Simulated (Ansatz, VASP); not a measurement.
# ZnS (Wurtzite) in two plane-wave programs, part 2 of 3

One calculation is typed for both programs; each brings its own data sets and cutoff. How far apart do they land? The cell is taken from a series of VASP runs on this material, whose earlier steps may have relaxed, scaled or displaced it; both programs get it as it stands.

VASP 6.6.1 and Ansatz 0.2.0.

So far. Step 2 (VASP: band structure, HSE06): The k-mesh is coarse for exact exchange; levels may shift by about 0.1 eV on a finer one.

### 3. Ansatz: band structure, HSE06

Level of this step: Ansatz beside VASP: Kohn-Sham DFT, plane waves, HSE06 (Ansatz).

Ansatz runs on its default PAW (the set named soft_2) files.

The same cell, functional, mesh and smearing now go to Ansatz, which takes its cutoff from its data sets.

input.yaml reads:

```yaml
crystal:
  lattice:
    - [3.811, 0.0, 0.0]
    - [-1.9055, 3.3004228138, 0.0]
    - [0.0, 0.0, 6.234]
  atoms:
    - { symbol: Zn, position: [0.3333333333, 0.6666666667, 0.5] }
    - { symbol: Zn, position: [0.6666666667, 0.3333333333, 0.0] }
    - { symbol: S, position: [0.3333333333, 0.6666666667, 0.875] }
    - { symbol: S, position: [0.6666666667, 0.3333333333, 0.375] }
hamiltonian:
  xc: { exchange: pbe, correlation: pbe, exx: { coeff: 0.25, omega: 0.2 } }
  pseudopotentials: { kind: paw }
kpoints:
  mp_grid: { grid: [4, 4, 3] }
  band_path:
    path:
      - [0.0, 0.0, 0.0]
      - [0.44444, 0.0, 0.0]
      - [0.38889, 0.22222, 0.0]
      - [0.18519, 0.18519, 0.0]
      - [0.0, 0.0, 0.11111]
      - [0.0, 0.0, 0.5]
      - [0.44444, 0.0, 0.5]
      - [0.38889, 0.22222, 0.5]
      - [0.18519, 0.18519, 0.5]
      - [0.5, 0.0, 0.38889]
      - [0.33333, 0.33333, 0.0]
      - [0.33333, 0.33333, 0.5]
    npoints: 1
scf:
  occupations: { method: gaussian, width: 0.03 }
  n_extra_bands: 8
output:
  forces: true
  stress: true
  eigenvalues: true
```

The run is started by

```console
> ansatz run input.yaml --threads 4 --pin off --max-ram 9216MiB --backend cpu --events-out ev --progress --plain --runs-dir out
```

Numbers of over 12 decimals in the logs are rounded to 6 here.

Log:

```text
Warning: output.stress: scf.convergence.dr2_threshold = 1e-7 eV (the SCF's general default) is looser than the 4e-10 eV advised for a printed stress (1e-10 eV for each atom of the cell: 4). What an SCF threshold leaves in a stress goes as its square root, and in the free energy as the threshold itself, and one threshold admits the most on a small cell: [figures from the program's tests cut] Set scf.convergence.dr2_threshold to 4e-10 eV or tighter. The threshold is an SCF's pass mark: one that does not reach it within its budget of iterations ends unconverged, or closes short of it on a stop that the run arms, and scf.convergence.dr2_threshold's page says what that costs each kind of run
Warning: output.stress: scf.exx.energy_threshold = 1e-6 eV is looser than the 4e-8 eV advised for a stress under a hybrid functional (1e-8 eV for each atom of the cell: 4). Every SCF of the exchange loop can meet its threshold on dr2 while the loop round them stops early: no threshold on dr2 bounds what that leaves in the stress. Set scf.exx.energy_threshold to 4e-8 eV or tighter. The threshold is the loop's pass mark: a loop that does not reach it within its budget of cycles ends unconverged, and scf.exx.energy_threshold's page has the law
scf.n_extra_bands = 8 over 18 filled bands (N_el = 36.0): the run solves 26 bands
Engine: ansatz 0.2.0, x86_64-unknown-linux-gnu
Pseudopotentials: kind: paw
Pseudopotential: Zn, paw, valence charge 12, recommended cutoff 420 eV (normal), Zn.paw.azcp
Pseudopotential: S, paw, valence charge 6, recommended cutoff 420 eV (normal), S.paw.azcp
Functional definition: unnamed
  parameter a_1 = 0.25
  parameter omega_1 = 0.2/angstrom
  exchange = pbe_x + (-a_1)*pbe_x_sr(omega_1) + a_1*exact_x_sr(omega_1)
  correlation = pbe_c
Crystal: 4 atoms, lattice volume = 78.411 Å³
Basis set: ecut = 420 eV, 1521 PW (Γ), exchange–correlation on 54×54×90 points (8 copies of the dense FFT grid, shifted against one another)
Bands: 26, of which v1, the nominal top of the filled ones, is band 18 counted from 1 (17 counted from 0)
Symmetry: 12 space group operations
Space group: P63mc (ITA 186), of the structure as read, at distance tolerance 4.3e-5 Å
k-points: 8 of 48 (time reversal used)
Non-local potential: Zn, projectors of the file, l = 0: 2, l = 1: 2, l = 2: 3, l = 3: 1
Non-local potential: S, projectors of the file, l = 0: 2, l = 1: 2, l = 2: 2
PAW form: soft (Blöchl's): semilocal exchange-correlation on the pseudo side does not see the compensation charge
PAW frozen core: Zn, regenerated for the run's functional, and the local potential with it (the file was generated under x = pbe(κ = 0.804, μ = 0.219515), c = pbe(β = 0.066725))
PAW frozen core: S, regenerated for the run's functional, and the local potential with it (the file was generated under x = pbe(κ = 0.804, μ = 0.219515), c = pbe(β = 0.066725))
PAW one-centre angular grid: Zn, 590 points (default); XC on 64 Gauss nodes
PAW one-centre angular grid: S, 110 points (default); XC on 64 Gauss nodes
Initial density: superposition of atomic densities (neutral atoms: chi_scale 0, normalization atom), corrected by the library's trained network
Initial wavefunctions: pseudopotential atomic-orbital guess
Functional: x = pbe(κ = 0.804, μ = 0.219515), c = pbe(β = 0.066725), warm-up for x = pbe(κ = 0.804, μ = 0.219515) + 0.25 (exact − pbe) at short range (hse, ω = 0.2 Å⁻¹), c = pbe(β = 0.066725)
SCF iter   1: F=—  HF=-8445.393054 eV  |F-HF|=—  |Δ(HF+E_count)|=         —  Δρ=1.69e-3  dr2=1.38e-3  ethr=1.77e-3  ⟨swp⟩=11.4  Hψ=1106  notcnv=0
preconditioner: auto → none  [insulator: Δε(μ)=2.218 eV  Ē_g=12.244 eV  σ=0.030 eV  W_gap=1.00  n_scr=22 (ndim 8)  ℏωp=25.2 eV  f_vac=0.038  D(μ)=0.00/eV (n_scr^D=0)]
SCF iter   2: F=—  HF=-8445.392831 eV  |F-HF|=—  |Δ(HF+E_count)|=   2.22e-4  Δρ=1.29e-3  dr2=8.07e-4  ethr=3.84e-6  ⟨swp⟩=4.9  Hψ=738  notcnv=0
iter 3 solved again at ethr=5.78e-8 eV; its pass at ethr=2.24e-6 eV (dr2=2.08e-5 eV) is discarded
SCF iter   3: F=-8445.392577 eV  HF=-8445.392492 eV  |F-HF|=8.42e-5  |Δ(HF+E_count)|=   3.39e-4  Δρ=2.46e-4  dr2=2.16e-5  ethr=5.78e-8  ⟨swp⟩=3.0  Hψ=858  notcnv=0
SCF 1 stopped early in 3 iterations: F = -8445.392577 eV  dr2 = 2.16e-5
  greatest PAW one-centre occupation: 0.983 electrons in one spin orbital (limit 2), on the Zn atom at site 1 (counted from 0), in its partial waves of l = 2
Initial density: handed on by an earlier stage of this run
Initial wavefunctions: those handed on with the density
Functional: x = pbe(κ = 0.804, μ = 0.219515) + 0.25 (exact − pbe) at short range (hse, ω = 0.2 Å⁻¹), c = pbe(β = 0.066725)
Exchange kernel: α = 0.2500, screened, ω = 0.2000 Å⁻¹, Wigner–Seitz truncation, v(0) = 1107.8697 eV·Å³, q-mesh 4×4×3, nearest image of the exchange supercell L = 15.24 Å, pair-density grid 18×18×30, without the augmentation charges, whose exchange is taken in its separable form by FFT convolution over the k-point mesh (sized by the pseudopotential files, 24×24×45 at the most), smooth part of the exact exchange by density-matrix convolution
Frozen-core exchange: fock
SCF iter   1: F=—  HF=-8446.813517 eV  |F-HF|=—  |Δ(HF+E_count)|=         —  Δρ=2.20e-2  dr2=1.97e-1  ethr=5.99e-7  ⟨swp⟩=7.0  Hψ=1163  notcnv=0
preconditioner: auto → none  [insulator: Δε(μ)=3.453 eV  Ē_g=14.891 eV  σ=0.030 eV  W_gap=1.00  n_scr=22 (ndim 8)  ℏωp=25.2 eV  f_vac=0.039  D(μ)=0.00/eV (n_scr^D=0)]
SCF iter   2: F=—  HF=-8446.759130 eV  |F-HF|=—  |Δ(HF+E_count)|=   5.44e-2  Δρ=3.51e-3  dr2=1.34e-2  ethr=5.99e-7  ⟨swp⟩=5.6  Hψ=905  notcnv=0
SCF iter   3: F=—  HF=-8446.745932 eV  |F-HF|=—  |Δ(HF+E_count)|=   1.32e-2  Δρ=3.31e-3  dr2=5.78e-3  ethr=5.99e-7  ⟨swp⟩=5.0  Hψ=784  notcnv=0
SCF iter   4: F=—  HF=-8446.745684 eV  |F-HF|=—  |Δ(HF+E_count)|=   2.48e-4  Δρ=5.55e-4  dr2=2.56e-3  ethr=5.99e-7  ⟨swp⟩=4.0  Hψ=576  notcnv=0
SCF iter   5: F=—  HF=-8446.764955 eV  |F-HF|=—  |Δ(HF+E_count)|=   1.93e-2  Δρ=2.05e-3  dr2=1.69e-3  ethr=4.55e-7  ⟨swp⟩=5.0  Hψ=794  notcnv=0
SCF iter   6: F=—  HF=-8446.764343 eV  |F-HF|=—  |Δ(HF+E_count)|=   6.12e-4  Δρ=1.29e-4  dr2=4.82e-5  ethr=4.55e-7  ⟨swp⟩=4.0  Hψ=580  notcnv=0
SCF iter   7: F=—  HF=-8446.764600 eV  |F-HF|=—  |Δ(HF+E_count)|=   2.57e-4  Δρ=2.51e-4  dr2=2.79e-5  ethr=2.25e-8  ⟨swp⟩=4.6  Hψ=654  notcnv=0
SCF iter   8: F=-8446.764591 eV  HF=-8446.764590 eV  |F-HF|=3.35e-7  |Δ(HF+E_count)|=   9.46e-6  Δρ=1.97e-5  dr2=1.73e-6  ethr=2.25e-8  ⟨swp⟩=4.0  Hψ=526  notcnv=0
SCF 2 stopped early in 8 iterations: F = -8446.764591 eV  dr2 = 1.73e-6
  Residual-converged pass: ⟨swp⟩=3.0  Hψ=477  notcnv=0  max |occ|·‖R‖ = 6.4e-6 eV (tolerance 6.7e-6 eV)  dr2=1.73e-6  dr2_onsite=5.55e-8  max |Δocc| = 0.0e0
  greatest PAW one-centre occupation: 0.986 electrons in one spin orbital (limit 2), on the Zn atom at site 0 (counted from 0), in its partial waves of l = 2
hybrid outer 1: dexx = +2.027e-2 eV, tail = 7.73e-5 eV
Exchange kernel: α = 0.2500, screened, ω = 0.2000 Å⁻¹, Wigner–Seitz truncation, v(0) = 1107.8697 eV·Å³, q-mesh 4×4×3, nearest image of the exchange supercell L = 15.24 Å, pair-density grid 18×18×30, without the augmentation charges, whose exchange is taken in its separable form by FFT convolution over the k-point mesh (sized by the pseudopotential files, 24×24×45 at the most), smooth part of the exact exchange by density-matrix convolution
Frozen-core exchange: fock
SCF iter   1: F=—  HF=-8446.763468 eV  |F-HF|=—  |Δ(HF+E_count)|=         —  Δρ=1.05e-4  dr2=6.09e-6  ethr=1.07e-6  ⟨swp⟩=3.4  Hψ=475  notcnv=0
preconditioner: auto → none  [insulator: Δε(μ)=3.479 eV  Ē_g=14.605 eV  σ=0.030 eV  W_gap=1.00  n_scr=22 (ndim 8)  ℏωp=25.2 eV  f_vac=0.041  D(μ)=0.00/eV (n_scr^D=0)]
SCF iter   2: F=—  HF=-8446.763468 eV  |F-HF|=—  |Δ(HF+E_count)|=   7.29e-7  Δρ=1.43e-5  dr2=6.19e-7  ethr=1.38e-8  ⟨swp⟩=3.5  Hψ=496  notcnv=0
SCF iter   3: F=—  HF=-8446.763471 eV  |F-HF|=—  |Δ(HF+E_count)|=   3.52e-6  Δρ=2.01e-5  dr2=1.74e-7  ethr=1.96e-10  ⟨swp⟩=4.5  Hψ=710  notcnv=0
SCF iter   4: F=—  HF=-8446.763471 eV  |F-HF|=—  |Δ(HF+E_count)|=   7.45e-8  Δρ=1.58e-6  dr2=3.48e-8  ethr=1.96e-10  ⟨swp⟩=4.0  Hψ=553  notcnv=0
SCF iter   5: F=—  HF=-8446.763471 eV  |F-HF|=—  |Δ(HF+E_count)|=   1.67e-7  Δρ=2.98e-6  dr2=5.37e-9  ethr=4.38e-12  ⟨swp⟩=4.8  Hψ=649  notcnv=0
SCF iter   6: F=—  HF=-8446.763471 eV  |F-HF|=—  |Δ(HF+E_count)|=   1.51e-9  Δρ=5.44e-8  dr2=4.00e-9  ethr=4.38e-12  ⟨swp⟩=3.6  Hψ=506  notcnv=0
SCF iter   7: F=-8446.763471 eV  HF=-8446.763471 eV  |F-HF|=7.28e-11  |Δ(HF+E_count)|=   1.43e-8  Δρ=3.83e-7  dr2=3.04e-10  ethr=1.00e-12  ⟨swp⟩=3.8  Hψ=422  notcnv=0
SCF 3 converged in 7 iterations: F = -8446.763471 eV  dr2 = 3.04e-10
  Residual-converged pass: ⟨swp⟩=3.0  Hψ=415  notcnv=0  max |occ|·‖R‖ = 6.0e-7 eV (tolerance 6.3e-7 eV)  dr2=3.05e-10  dr2_onsite=6.53e-12  max |Δocc| = 0.0e0
  greatest PAW one-centre occupation: 0.986 electrons in one spin orbital (limit 2), on the Zn atom at site 1 (counted from 0), in its partial waves of l = 2
hybrid outer 2: dexx = +2.033e-6 eV, tail = 2.50e-8 eV, Δε = 3.12e-3 eV (about 6.54e-5 eV left of the loop's levels), ΔF = 3.64e-4 eV/Å (tail 1.05e-4)
NSCF: frozen V_eff on 12 k-points
hybrid SCF converged: 2 outer / 15 inner (+3 warm-up), last move |dexx| = 2.03e-6 eV, tail = 2.50e-8 eV
Stability not checked: this state was not tested for a lower state beside it, because the functional holds exact exchange (a hybrid, or Hartree-Fock), whose exchange loop this test does not read (fock_operator; see scf.lower_state_search)
Free energy (F): -8446.763469 eV
Frozen-core exchange: fock
Harris-Foulkes:  -8446.763469 eV  (|F-HF|=7.28e-11)
Internal energy: -8446.763469 eV  (E = F + TS)
E sigma→0 (E₀):  -8446.763469 eV
Fermi energy:    6.882237 eV
--- Per-component energies (eV) ---
  E_band       = -52.346335
  E_kinetic    = 476.276890
  E_local      = -4100.436690  (includes V_loc(G=0)·N_el)
  E_nonlocal   = 1294.655983
  E_hartree    = 1725.378735
  E_xc         = -373.025061
  E_vxc        = -223.491669  (∫ρ·V_xc dr)
  E_exx        = -107.044766  (= α·E_x^exact, valence–valence)
  E_paw        = -4854.650701  (= ΣΔE_a)
  E_vpaw       = -736.017993  (= ΣTr[D̂ρ^β])
  E_aug_tail   = -0.000752  (compensation charges beyond the density's cutoff)
  E_ewald      = -2509.015116
  E_core_change = 1.098006  (= ΣΔE_core)
  E_smearing   = -0.000000  (= −TS)
  E_closure    = -0.000000  (closes the sum)
  Σ components = -8446.763469   (vs F -8446.763469, Δ=0.00e0)
--- Forces (eV/Å), atoms counted from 1 ---
  atom   1  Zn     0.00000000    -0.00000000     0.01068565
  atom   2  Zn     0.00000000     0.00000000     0.01068565
  atom   3  S     -0.00000000    -0.00000000    -0.01069516
  atom   4  S     -0.00000000     0.00000000    -0.01069516
  max |Σ_I F_I| component: 1.90e-5 eV/Å
--- Stress (GPa, compression-positive) ---
        1.704776      -0.000000       0.000000
       -0.000000       1.704776       0.000000
        0.000000       0.000000       1.509956
  P = ⅓ Tr σ = 1.6398 GPa (16.398 kbar)
--- Band table (eV; the first three rows and the last of 8) ---
  k-point 0: bands = [... 14 lower, 4.1824, 5.0842, 5.1425, 5.1425, 8.6218, 9.4951, 12.7498, 12.7498, ... 4 higher]
  k-point 1: bands = [... 14 lower, 4.4068, 4.4068, 4.8854, 4.8854, 9.7804, 9.8397, 12.7070, 12.9230, ... 4 higher]
  k-point 2: bands = [... 14 lower, 2.7918, 3.3996, 4.4875, 4.6643, 10.3596, 10.4983, 12.3303, 13.0110, ... 4 higher]
  k-point 7: bands = [... 14 lower, 2.0606, 2.7933, 3.0276, 3.8738, 10.8540, 11.2548, 12.4705, 12.8426, ... 4 higher]
```

Elapsed: 21 s, on 4 threads of Intel Xeon 6975P-C (Granite Rapids), shared host; peak memory 0.95 GiB.

In the SCF lines HF is the Harris–Foulkes energy and dr2 the Hartree energy of the density residual, in eV; the loop may stop once dr2 is under the threshold and the program's other checks hold. Hψ counts applications of the Hamiltonian.

### 4. Comparison

Known differences besides the potentials themselves: exact exchange at q = 0 is treated differently, which shows on coarse meshes; VASP keeps PBE cores, Ansatz makes them for the functional; the cutoff is 420 eV in Ansatz and 350 eV in VASP; VASP takes a coarser grid for exact exchange (PRECFOCK = Fast). Total energies have different zeros and are not compared.

Both answers:

```csv
quantity,Ansatz,VASP,difference
gap over the path points (eV),3.479,3.465,+0.015
```

Levels at points of the path, from each program's valence-band top (eV; 4 filled, then empty):

```csv
k (reciprocal lattice),Ansatz,VASP
0.000 0.000 0.000,-0.96 -0.06 0.00 0.00 3.48 4.35 7.61,-0.96 -0.06 0.00 0.00 3.46 4.33 7.60
0.444 0.000 0.000,-3.54 -2.34 -1.67 -0.91 4.83 5.59 6.29,-3.54 -2.35 -1.68 -0.92 4.81 5.58 6.28
0.389 0.222 0.000,-3.73 -2.86 -2.08 -1.95 5.51 6.84 6.99,-3.74 -2.87 -2.09 -1.95 5.51 6.83 6.97
0.185 0.185 0.000,-3.25 -2.36 -1.10 -0.98 6.03 6.51 6.79,-3.25 -2.37 -1.10 -0.99 6.01 6.50 6.79
0.000 0.000 0.111,-0.93 -0.33 -0.03 -0.03 3.72 4.39 7.62,-0.94 -0.33 -0.03 -0.03 3.70 4.37 7.61
0.000 0.000 0.500,-0.50 -0.50 -0.50 -0.50 4.86 4.86 8.06,-0.51 -0.51 -0.51 -0.51 4.84 4.84 8.06
0.444 0.000 0.500,-1.73 -1.73 -1.69 -1.69 4.77 4.77 6.50,-1.73 -1.73 -1.69 -1.69 4.75 4.75 6.49
0.389 0.222 0.500,-2.95 -2.95 -1.44 -1.44 5.62 5.62 7.48,-2.96 -2.96 -1.45 -1.45 5.60 5.60 7.48
0.185 0.185 0.500,-1.96 -1.96 -1.62 -1.62 5.89 5.89 7.32,-1.97 -1.97 -1.63 -1.63 5.88 5.88 7.31
0.500 0.000 0.389,-2.14 -1.95 -1.47 -1.46 4.51 4.97 6.47,-2.15 -1.96 -1.48 -1.47 4.50 4.96 6.46
```

Among the levels compared at these points, filled levels agree within 12 meV and empty ones within 19 meV.

### 5. Ansatz: band structure, PBE0

The same path points are solved in both programs, so levels can be compared one by one.

The cell is taken from a series of VASP runs on this material, whose earlier steps may have relaxed, scaled or displaced it; both programs get it as it stands.

input.yaml, as its differences from that of step 3:

```diff
@@ -11,3 +11,3 @@
 hamiltonian:
-  xc: { exchange: pbe, correlation: pbe, exx: { coeff: 0.25, omega: 0.2 } }
+  xc: pbe0
   pseudopotentials: { kind: paw }
@@ -37 +37,5 @@
   eigenvalues: true
+  write_density: true
+  write_potential: true
+  elf: true
+  volumetric_format: npy
```

Log:

```text
[...]
Crystal: 4 atoms, lattice volume = 78.411 Å³
Basis set: ecut = 420 eV, 1521 PW (Γ), exchange–correlation on 54×54×90 points (8 copies of the dense FFT grid, shifted against one another)
Bands: 26, of which v1, the nominal top of the filled ones, is band 18 counted from 1 (17 counted from 0)
Symmetry: 12 space group operations
[...]
k-points: 8 of 48 (time reversal used)
[...]
--- Band table (eV; the first three rows and the last of 8) ---
  k-point 0: bands = [... 14 lower, 3.8079, 4.7268, 4.7775, 4.7775, 8.9218, 9.8219, 13.0978, 13.0978, ... 4 higher]
  k-point 1: bands = [... 14 lower, 4.0340, 4.0340, 4.5170, 4.5170, 10.1071, 10.1608, 13.0525, 13.2730, ... 4 higher]
  k-point 2: bands = [... 14 lower, 2.4012, 3.0179, 4.1204, 4.2961, 10.6847, 10.8328, 12.6752, 13.3598, ... 4 higher]
  k-point 7: bands = [... 14 lower, 1.6614, 2.4035, 2.6413, 3.5003, 11.1880, 11.5912, 12.8189, 13.1897, ... 4 higher]
[key lines of the parts left out:]
Free energy (F): -8447.291183 eV
Fermi energy:    6.849754 eV
P = ⅓ Tr σ = 1.4208 GPa (14.208 kbar)
```

The job ended after 21 s (4 threads; peak memory 0.96 GiB).

(Continued in part 3 of 3.)

[Lines on the potential files, build, host, timing and source positions are cut from VASP's logs without a mark.]

[Logs are printed without paths, hosts, clocks, repeated set-up lines and the standing remarks that a program may print on its own settings, such as how far it seeks lower states.]

[Hosts, paths, dates, database ids (printed as entryN), source tags and the programs' standing remarks are cut or masked in the printed files.]
